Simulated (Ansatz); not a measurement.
**Si2Mo: a stacking-fault curve**

Aim: for Si2Mo, slide the crystal rigidly across a (0 0 1) plane.

Computed with Ansatz 0.2.0 (DFT PBEsol, scalar-relativistic, plane waves, PAW, unless a step's input says otherwise).

2 further runs of the same task are left out: 2 set aside as unsound or not needed. Runs told in other sessions of the task aren't counted.

## (1) The starting structure

Symmetry: P6_222, No. 180, hexagonal system. Conventional cell: a = 4.574 Å, b = 4.574 Å, c = 6.567 Å, α = 90.00°, β = 90.00°, γ = 120.00°. Si (site symmetry 2) is surrounded by 5 Si at 2.55 to 2.66 Å and 5 Mo at 2.56 to 2.66 Å. Mo (site symmetry 222) has 10 Si at 2.56 to 2.66 Å in its first shell of neighbours.

As a file:

```xyz
18
Lattice="-4.5744 0.0000 0.0000 -2.2872 -3.9616 0.0000 0.0000 0.0000 13.1331" Properties=species:S:1:pos:R:3 pbc="T T T"
Si   -3.4480   -0.6504    5.4721
Si   -3.4480   -0.6504   12.0387
Si   -5.7352   -3.3112    1.0944
Si   -5.7352   -3.3112    7.6610
Si   -4.5744   -1.3007    3.2833
Si   -4.5744   -1.3007    9.8498
Si   -3.4137   -3.3112    5.4721
Si   -3.4137   -3.3112   12.0387
Si   -1.1265   -0.6504    1.0944
Si   -1.1265   -0.6504    7.6610
Si   -2.2872   -2.6609    3.2833
Si   -2.2872   -2.6609    9.8498
Mo   -4.5744   -3.9616    3.2833
Mo   -4.5744   -3.9616    9.8498
Mo   -3.4308   -1.9808    1.0944
Mo   -3.4308   -1.9808    7.6610
Mo   -1.1436   -1.9808    5.4721
Mo   -1.1436   -1.9808   12.0387
```

It goes back to an entry of the Materials Project, which need not be the stable form.

It is built from the cell relaxed beforehand with the same method (13.22 Å³/atom).

## (2) Zero of energy

The cell is repeated 2 times, 18 atoms in all. Reference values: F = -36853.1017 eV; pressure -0.01 GPa; largest force 0.001 eV/Å; gap on the mesh 0.04 eV. It was computed beforehand with the settings of the runs below.

## (3) Setting up a stacking-fault curve

The cut lies on the cell's a–b face, a (0 0 1) plane of area 18.12 Å², between layers 2.19 Å apart (Mo, Si below, Mo, Si above); the cell is 13.1 Å thick. Vector c is tilted by f times 0·a + 1·b (length 4.574 Å) with the atoms' Cartesian places fixed: one unrelaxed fault per cell.

## (4) f = 0.200

Input file input.yaml:

```yaml
crystal:
  lattice:
    - [-4.574440391, 0.0, 0.0]
    - [-2.2872201955, -3.9615815867, 0.0]
    - [-0.4574440391, -0.7923163173, 13.1331144996]
  atoms:
    - { symbol: Si, position: [0.6716638696, 0.1141647319, 0.2500166667] }
    - { symbol: Si, position: [0.6716638696, 0.0141647319, 0.7500166667] }
    - { symbol: Si, position: [0.8358319348, 0.6524952681, 0.9166833333] }
    - { symbol: Si, position: [0.8358319348, 0.7524952681, 0.4166833333] }
    - { symbol: Si, position: [0.8358319348, 0.3116661304, 0.08335] }
    - { symbol: Si, position: [0.8358319348, 0.2116661304, 0.58335] }
    - { symbol: Si, position: [0.3283361304, 0.7858286015, 0.2500166667] }
    - { symbol: Si, position: [0.3283361304, 0.6858286015, 0.7500166667] }
    - { symbol: Si, position: [0.1641680652, -0.0191686015, 0.9166833333] }
    - { symbol: Si, position: [0.1641680652, 0.0808313985, 0.4166833333] }
    - { symbol: Si, position: [0.1641680652, 0.6549938696, 0.08335] }
    - { symbol: Si, position: [0.1641680652, 0.5549938696, 0.58335] }
    - { symbol: Mo, position: [0.5, 0.98333, 0.08335] }
    - { symbol: Mo, position: [0.5, 0.88333, 0.58335] }
    - { symbol: Mo, position: [0.5, 0.3166633333, 0.9166833333] }
    - { symbol: Mo, position: [0.5, 0.4166633333, 0.4166833333] }
    - { symbol: Mo, position: [0.0, 0.4499966667, 0.2500166667] }
    - { symbol: Mo, position: [0.0, 0.3499966667, 0.7500166667] }
basis:
  ecutwfc: 420
kpoints:
  mp_grid: { grid: [10, 10, 3] }
hamiltonian:
  xc: pbesol
scf:
  occupations: { method: gaussian, width: 0.15 }
output:
  forces: true
  stress: true
  eigenvalues: true
```

Launch:

```
$ ansatz run input.yaml --threads 2 --pin off --max-ram 5120MiB --backend cpu --events-out ev --progress --plain --runs-dir out
```

The program printed, cut to the lines that bear on the results:

```text
Warning: RAYON_NUM_THREADS=2 ignored (pool sized by the plan → 2); use --threads N
[...]
Pseudopotentials: kind: paw
Pseudopotential: Si, paw, valence charge 4, recommended cutoff 420 eV (normal), Si.paw.azcp
Pseudopotential: Mo, paw, valence charge 14, recommended cutoff 420 eV (normal), Mo.paw.azcp
Functional definition: PBEsol
[...]
Crystal: 18 atoms, lattice volume = 237.999 Å³
Basis set: ecut = 420 eV, 4675 PW (Γ), exchange–correlation on 64×64×180 points (8 copies of the dense FFT grid, shifted against one another)
Bands: 84, of which v1, the nominal top of the filled ones, is band 66 counted from 1 (65 counted from 0)
Symmetry: 2 space group operations
Space group: C2 (ITA 5), of the structure as read, at distance tolerance 6.2e-5 Å
k-points: 86 of 300 (time reversal used)
[...]
SCF iter   1: F=—  HF=-36851.006247 eV  |F-HF|=—  |Δ(HF+E_count)|=         —  Δρ=6.48e-3  dr2=9.23e-2  ethr=1.77e-3  ⟨swp⟩=7.0  Hψ=29846  notcnv=0
[...]
SCF iter   7: F=-36850.995031 eV  HF=-36850.995031 eV  |F-HF|=1.79e-8  |Δ(HF+E_count)|=   9.76e-8  Δρ=2.20e-6  dr2=2.39e-8  ethr=7.58e-11  ⟨swp⟩=9.3  Hψ=32908  notcnv=0
[...]
SCF converged after 7 iterations
Free energy (F): -36850.995031 eV
[...]
E sigma→0 (E₀):  -36850.973066 eV
Entropy (-TS):   -0.043931 eV (-2.441 meV/atom)
Fermi energy:    16.413678 eV
[...]
--- Forces (eV/Å), atoms counted from 1 ---
  atom   1  Si     0.04031942    -0.02399221    -0.04072708
  atom   2  Si     0.04093757    -0.02292154     0.04072708
  atom   3  Si     0.10094971    -0.25652221     0.32583389
  atom   4  Si    -0.02044523    -0.01508622    -0.03986699
  atom   5  Si     0.27262961     0.04083609    -0.32583389
  atom   6  Si     0.00284243     0.02524920     0.03986699
  atom   7  Si    -0.01829918     0.04682895    -0.16628400
  atom   8  Si    -0.04970465    -0.00756692     0.16628400
[...]
--- Stress (GPa, compression-positive) ---
        0.364838       0.329131       2.498668
        0.329131       0.744886       4.327819
        2.498668       4.327819       3.094143
  P = ⅓ Tr σ = 1.4013 GPa (14.013 kbar)
--- Band table (eV; the first three rows and the last of 86) ---
[...]
```

It took 82 s on 2 threads of Arm Neoverse V1, shared host; peak memory 1.3 GiB.

## (5) At f = 0.400

Input file input.yaml:

```yaml
crystal:
  lattice:
    - [-4.574440391, 0.0, 0.0]
    - [-2.2872201955, -3.9615815867, 0.0]
    - [-0.9148880782, -1.5846326347, 13.1331144996]
  atoms:
    - { symbol: Si, position: [0.6716638696, 0.0641613985, 0.2500166667] }
    - { symbol: Si, position: [0.6716638696, -0.1358386015, 0.7500166667] }
    - { symbol: Si, position: [0.8358319348, 0.4691586015, 0.9166833333] }
    - { symbol: Si, position: [0.8358319348, 0.6691586015, 0.4166833333] }
    - { symbol: Si, position: [0.8358319348, 0.2949961304, 0.08335] }
    - { symbol: Si, position: [0.8358319348, 0.0949961304, 0.58335] }
    - { symbol: Si, position: [0.3283361304, 0.7358252681, 0.2500166667] }
    - { symbol: Si, position: [0.3283361304, 0.5358252681, 0.7500166667] }
    - { symbol: Si, position: [0.1641680652, -0.2025052681, 0.9166833333] }
    - { symbol: Si, position: [0.1641680652, -0.0025052681, 0.4166833333] }
    - { symbol: Si, position: [0.1641680652, 0.6383238696, 0.08335] }
    - { symbol: Si, position: [0.1641680652, 0.4383238696, 0.58335] }
    - { symbol: Mo, position: [0.5, 0.96666, 0.08335] }
    - { symbol: Mo, position: [0.5, 0.76666, 0.58335] }
    - { symbol: Mo, position: [0.5, 0.1333266667, 0.9166833333] }
    - { symbol: Mo, position: [0.5, 0.3333266667, 0.4166833333] }
    - { symbol: Mo, position: [0.0, 0.3999933333, 0.2500166667] }
    - { symbol: Mo, position: [0.0, 0.1999933333, 0.7500166667] }
basis:
  ecutwfc: 420
kpoints:
  mp_grid: { grid: [10, 10, 3] }
hamiltonian:
  xc: pbesol
scf:
  occupations: { method: gaussian, width: 0.15 }
output:
  forces: true
  stress: true
  eigenvalues: true
```

Launch:

```
$ ansatz run input.yaml --threads 2 --pin off --max-ram 5120MiB --backend cpu --events-out ev --progress --plain --runs-dir out
```

The program printed, cut to the lines that bear on the results:

```text
[...]
SCF converged after 8 iterations
Free energy (F): -36849.340420 eV
[...]
E sigma→0 (E₀):  -36849.315096 eV
Entropy (-TS):   -0.050647 eV (-2.814 meV/atom)
Fermi energy:    16.289612 eV
[...]
--- Forces (eV/Å), atoms counted from 1 ---
  atom   1  Si    -0.10080806    -0.15260654     0.10116183
  atom   2  Si     0.08175711     0.16360561    -0.10116183
  atom   3  Si     0.17982982    -0.41549488    -1.20355022
  atom   4  Si    -0.00408401    -0.03505769    -0.03039544
  atom   5  Si     0.44974403     0.05201025     1.20355022
  atom   6  Si     0.02831885     0.02106570     0.03039544
  atom   7  Si     0.00323131     0.13651129     0.16783018
  atom   8  Si    -0.11660659    -0.07105404    -0.16783018
[...]
--- Stress (GPa, compression-positive) ---
        0.654897       1.002461       0.679662
        1.002461       1.812439       1.177209
        0.679662       1.177209      14.969076
  P = ⅓ Tr σ = 5.8121 GPa (58.121 kbar)
--- Band table (eV; the first three rows and the last of 86) ---
[...]
```

Wall time 84 s (2 threads of Arm Neoverse V1, shared host); peak memory 1.4 GiB.

## (6) Point f = 0.100

Input file input.yaml:

```yaml
crystal:
  lattice:
    - [-4.574440391, 0.0, 0.0]
    - [-2.2872201955, -3.9615815867, 0.0]
    - [-0.2287220195, -0.3961581587, 13.1331144996]
  atoms:
    - { symbol: Si, position: [0.6716638696, 0.1391663985, 0.2500166667] }
    - { symbol: Si, position: [0.6716638696, 0.0891663985, 0.7500166667] }
    - { symbol: Si, position: [0.8358319348, 0.7441636015, 0.9166833333] }
    - { symbol: Si, position: [0.8358319348, 0.7941636015, 0.4166833333] }
    - { symbol: Si, position: [0.8358319348, 0.3200011304, 0.08335] }
    - { symbol: Si, position: [0.8358319348, 0.2700011304, 0.58335] }
    - { symbol: Si, position: [0.3283361304, 0.8108302681, 0.2500166667] }
    - { symbol: Si, position: [0.3283361304, 0.7608302681, 0.7500166667] }
    - { symbol: Si, position: [0.1641680652, 0.0724997319, 0.9166833333] }
    - { symbol: Si, position: [0.1641680652, 0.1224997319, 0.4166833333] }
    - { symbol: Si, position: [0.1641680652, 0.6633288696, 0.08335] }
    - { symbol: Si, position: [0.1641680652, 0.6133288696, 0.58335] }
    - { symbol: Mo, position: [0.5, 0.991665, 0.08335] }
    - { symbol: Mo, position: [0.5, 0.941665, 0.58335] }
    - { symbol: Mo, position: [0.5, 0.4083316667, 0.9166833333] }
    - { symbol: Mo, position: [0.5, 0.4583316667, 0.4166833333] }
    - { symbol: Mo, position: [0.0, 0.4749983333, 0.2500166667] }
    - { symbol: Mo, position: [0.0, 0.4249983333, 0.7500166667] }
basis:
  ecutwfc: 420
kpoints:
  mp_grid: { grid: [10, 10, 3] }
hamiltonian:
  xc: pbesol
scf:
  occupations: { method: gaussian, width: 0.15 }
output:
  forces: true
  stress: true
  eigenvalues: true
```

Launch:

```
$ ansatz run input.yaml --threads 2 --pin off --max-ram 5120MiB --backend cpu --events-out ev --progress --plain --runs-dir out
```

The program printed, cut to the lines that bear on the results:

```text
Warning: RAYON_NUM_THREADS=2 ignored (pool sized by the plan → 2); use --threads N
[...]
[... 4 set-up lines as earlier in the session ...]
[...]
Crystal: 18 atoms, lattice volume = 237.999 Å³
Basis set: ecut = 420 eV, 4673 PW (Γ), exchange–correlation on 64×64×180 points (8 copies of the dense FFT grid, shifted against one another)
Bands: 84, of which v1, the nominal top of the filled ones, is band 66 counted from 1 (65 counted from 0)
[... 2 set-up lines as earlier in the session ...]
k-points: 86 of 300 (time reversal used)
[...]
SCF converged after 6 iterations
Free energy (F): -36852.406619 eV
[...]
E sigma→0 (E₀):  -36852.397960 eV
Entropy (-TS):   -0.017319 eV (-0.962 meV/atom)
Fermi energy:    16.567319 eV
[...]
--- Forces (eV/Å), atoms counted from 1 ---
  atom   1  Si     0.04970443    -0.01484195    -0.04665785
  atom   2  Si     0.03770572    -0.03562432     0.04665785
  atom   3  Si    -0.13141545    -0.22475405     0.01200588
  atom   4  Si    -0.00876851     0.00166791    -0.00553787
  atom   5  Si     0.12893499     0.22618614    -0.01200588
  atom   6  Si    -0.00582871     0.00675979     0.00553787
  atom   7  Si    -0.02514540    -0.00609801    -0.08671566
  atom   8  Si    -0.00729167     0.02482556     0.08671566
[...]
--- Stress (GPa, compression-positive) ---
        0.051704      -0.145694       2.059181
       -0.145694      -0.116529       3.566607
        2.059181       3.566607       0.974349
  P = ⅓ Tr σ = 0.3032 GPa (3.032 kbar)
--- Band table (eV; the first three rows and the last of 86) ---
[...]
```

It took 77 s on 2 threads of Arm Neoverse V1, shared host; peak memory 1.4 GiB.

## (7) f = 0.300

Input file input.yaml:

```yaml
crystal:
  lattice:
    - [-4.574440391, 0.0, 0.0]
    - [-2.2872201955, -3.9615815867, 0.0]
    - [-0.6861660586, -1.188474476, 13.1331144996]
  atoms:
    - { symbol: Si, position: [0.6716638696, 0.0891630652, 0.2500166667] }
    - { symbol: Si, position: [0.6716638696, -0.0608369348, 0.7500166667] }
    - { symbol: Si, position: [0.8358319348, 0.5608269348, 0.9166833333] }
    - { symbol: Si, position: [0.8358319348, 0.7108269348, 0.4166833333] }
    - { symbol: Si, position: [0.8358319348, 0.3033311304, 0.08335] }
    - { symbol: Si, position: [0.8358319348, 0.1533311304, 0.58335] }
    - { symbol: Si, position: [0.3283361304, 0.7608269348, 0.2500166667] }
    - { symbol: Si, position: [0.3283361304, 0.6108269348, 0.7500166667] }
    - { symbol: Si, position: [0.1641680652, -0.1108369348, 0.9166833333] }
    - { symbol: Si, position: [0.1641680652, 0.0391630652, 0.4166833333] }
    - { symbol: Si, position: [0.1641680652, 0.6466588696, 0.08335] }
    - { symbol: Si, position: [0.1641680652, 0.4966588696, 0.58335] }
    - { symbol: Mo, position: [0.5, 0.974995, 0.08335] }
    - { symbol: Mo, position: [0.5, 0.824995, 0.58335] }
    - { symbol: Mo, position: [0.5, 0.224995, 0.9166833333] }
    - { symbol: Mo, position: [0.5, 0.374995, 0.4166833333] }
    - { symbol: Mo, position: [0.0, 0.424995, 0.2500166667] }
    - { symbol: Mo, position: [0.0, 0.274995, 0.7500166667] }
basis:
  ecutwfc: 420
kpoints:
  mp_grid: { grid: [10, 10, 3] }
hamiltonian:
  xc: pbesol
scf:
  occupations: { method: gaussian, width: 0.15 }
output:
  forces: true
  stress: true
  eigenvalues: true
```

Launch:

```
$ ansatz run input.yaml --threads 2 --pin off --max-ram 5120MiB --backend cpu --events-out ev --progress --plain --runs-dir out
```

The program printed, cut to the lines that bear on the results:

```text
[...]
SCF converged after 7 iterations
Free energy (F): -36849.985778 eV
[...]
E sigma→0 (E₀):  -36849.956698 eV
Entropy (-TS):   -0.058162 eV (-3.231 meV/atom)
Fermi energy:    16.387898 eV
[...]
--- Forces (eV/Å), atoms counted from 1 ---
  atom   1  Si    -0.11426478    -0.07654977     0.07332727
  atom   2  Si     0.00916165     0.13723109    -0.07332727
  atom   3  Si     0.39413977    -0.22281794    -0.00664677
  atom   4  Si    -0.00948727    -0.04489443    -0.03921615
  atom   5  Si     0.39003588    -0.22992608     0.00664677
  atom   6  Si     0.03413609     0.03066343     0.03921615
  atom   7  Si    -0.02099374     0.05112815     0.00436475
  atom   8  Si    -0.05477515    -0.00738296    -0.00436475
[...]
--- Stress (GPa, compression-positive) ---
        0.672603       0.999860       0.870546
        0.999860       1.827142       1.507830
        0.870546       1.507830       7.797537
  P = ⅓ Tr σ = 3.4324 GPa (34.324 kbar)
--- Band table (eV; the first three rows and the last of 86) ---
[...]
```

Run time: 84 s. Hardware: 2 threads of Arm Neoverse V1, shared host; peak memory 1.4 GiB.

## (8) Point f = 0.500

Input file input.yaml:

```yaml
crystal:
  lattice:
    - [-4.574440391, 0.0, 0.0]
    - [-2.2872201955, -3.9615815867, 0.0]
    - [-1.1436100977, -1.9807907934, 13.1331144996]
  atoms:
    - { symbol: Si, position: [0.6716638696, 0.0391597319, 0.2500166667] }
    - { symbol: Si, position: [0.6716638696, -0.2108402681, 0.7500166667] }
    - { symbol: Si, position: [0.8358319348, 0.3774902681, 0.9166833333] }
    - { symbol: Si, position: [0.8358319348, 0.6274902681, 0.4166833333] }
    - { symbol: Si, position: [0.8358319348, 0.2866611304, 0.08335] }
    - { symbol: Si, position: [0.8358319348, 0.0366611304, 0.58335] }
    - { symbol: Si, position: [0.3283361304, 0.7108236015, 0.2500166667] }
    - { symbol: Si, position: [0.3283361304, 0.4608236015, 0.7500166667] }
    - { symbol: Si, position: [0.1641680652, -0.2941736015, 0.9166833333] }
    - { symbol: Si, position: [0.1641680652, -0.0441736015, 0.4166833333] }
    - { symbol: Si, position: [0.1641680652, 0.6299888696, 0.08335] }
    - { symbol: Si, position: [0.1641680652, 0.3799888696, 0.58335] }
    - { symbol: Mo, position: [0.5, 0.958325, 0.08335] }
    - { symbol: Mo, position: [0.5, 0.708325, 0.58335] }
    - { symbol: Mo, position: [0.5, 0.0416583333, 0.9166833333] }
    - { symbol: Mo, position: [0.5, 0.2916583333, 0.4166833333] }
    - { symbol: Mo, position: [0.0, 0.3749916667, 0.2500166667] }
    - { symbol: Mo, position: [0.0, 0.1249916667, 0.7500166667] }
basis:
  ecutwfc: 420
kpoints:
  mp_grid: { grid: [10, 10, 3] }
hamiltonian:
  xc: pbesol
scf:
  occupations: { method: gaussian, width: 0.15 }
output:
  forces: true
  stress: true
  eigenvalues: true
```

Launch:

```
$ ansatz run input.yaml --threads 2 --pin off --max-ram 5120MiB --backend cpu --events-out ev --progress --plain --runs-dir out
```

The program printed, cut to the lines that bear on the results:

```text
Warning: crystal.symmetry: narrowed to the stabiliser of the k-point mesh — unitary ops 4 → 2; excluded 2 operations that carry a point of the 10×10×3 mesh (shift [0, 0, 0]) off the mesh (the run samples exactly the mesh kpoints.mp_grid names, as under crystal.symmetry.detect: false, and [...]
Warning: RAYON_NUM_THREADS=2 ignored (pool sized by the plan → 2); use --threads N
[...]
[... 4 set-up lines as earlier in the session ...]
[...]
Crystal: 18 atoms, lattice volume = 237.999 Å³
Basis set: ecut = 420 eV, 4697 PW (Γ), exchange–correlation on 64×64×180 points (8 copies of the dense FFT grid, shifted against one another)
Bands: 84, of which v1, the nominal top of the filled ones, is band 66 counted from 1 (65 counted from 0)
[... 1 set-up line as earlier in the session ...]
k-points: 86 of 300 (time reversal used)
[...]
SCF iter   1: F=—  HF=-36849.071940 eV  |F-HF|=—  |Δ(HF+E_count)|=         —  Δρ=6.48e-3  dr2=2.24e-1  ethr=1.77e-3  ⟨swp⟩=6.7  Hψ=29964  notcnv=0
[...]
SCF iter   8: F=-36849.049424 eV  HF=-36849.049424 eV  |F-HF|=4.34e-9  |Δ(HF+E_count)|=   1.61e-8  Δρ=8.36e-7  dr2=4.97e-9  ethr=7.58e-11  ⟨swp⟩=10.5  Hψ=30941  notcnv=0
[...]
SCF converged after 8 iterations
Free energy (F): -36849.049424 eV
[...]
E sigma→0 (E₀):  -36849.029397 eV
Entropy (-TS):   -0.040054 eV (-2.225 meV/atom)
Fermi energy:    16.247061 eV
[...]
--- Forces (eV/Å), atoms counted from 1 ---
  atom   1  Si    -0.07337282    -0.16813445     0.15290418
  atom   2  Si     0.10892230     0.14760995    -0.15290418
  atom   3  Si     0.18174638    -0.23695594    -2.02473006
  atom   4  Si     0.00257339    -0.02889921    -0.03048748
  atom   5  Si     0.29608306    -0.03891901     2.02473006
  atom   6  Si     0.02631415     0.01222098     0.03048748
  atom   7  Si     0.07338278     0.16788123     0.15284997
  atom   8  Si    -0.10869802    -0.14749196    -0.15284997
[...]
--- Stress (GPa, compression-positive) ---
        0.778800       0.689995      -0.000287
        0.689995       1.575537      -0.000497
       -0.000287      -0.000497      17.967362
  P = ⅓ Tr σ = 6.7739 GPa (67.739 kbar)
--- Band table (eV; the first three rows and the last of 86) ---
[...]
```

Wall time 85 s (2 threads of Arm Neoverse V1, shared host); peak memory 1.4 GiB.

## (9) The scan collected

Collected from the runs (energy zero: the undisturbed cell):

```
    f  γ (mJ/m²)  shear traction (GPa)  gap on the mesh (eV)
0.000          0                   0.0                  0.04
0.100        615                  24.4                  0.00
0.200       1863                  26.9                  0.00
0.300       2755                  12.9                  0.00
0.400       3325                  10.9                  0.00
0.500       3583                   0.0                  0.00
```

Not run, since symmetry makes them alike: 0.600 repeats 0.400, 0.800 repeats 0.200, 0.700 repeats 0.300, 0.900 repeats 0.100. Energy, pressure and gap are the same there.

## (10) What came out

| quantity | value |
| --- | --- |
| highest fault energy sampled | 3583 mJ/m² at f = 0.500 |
| largest shear traction sampled | 26.9 GPa |

In words: The highest point computed is 3583 mJ/m², at f = 0.500; the true top can lie between points. The values are for rigid blocks: relaxation normal to the plane would bring them down.
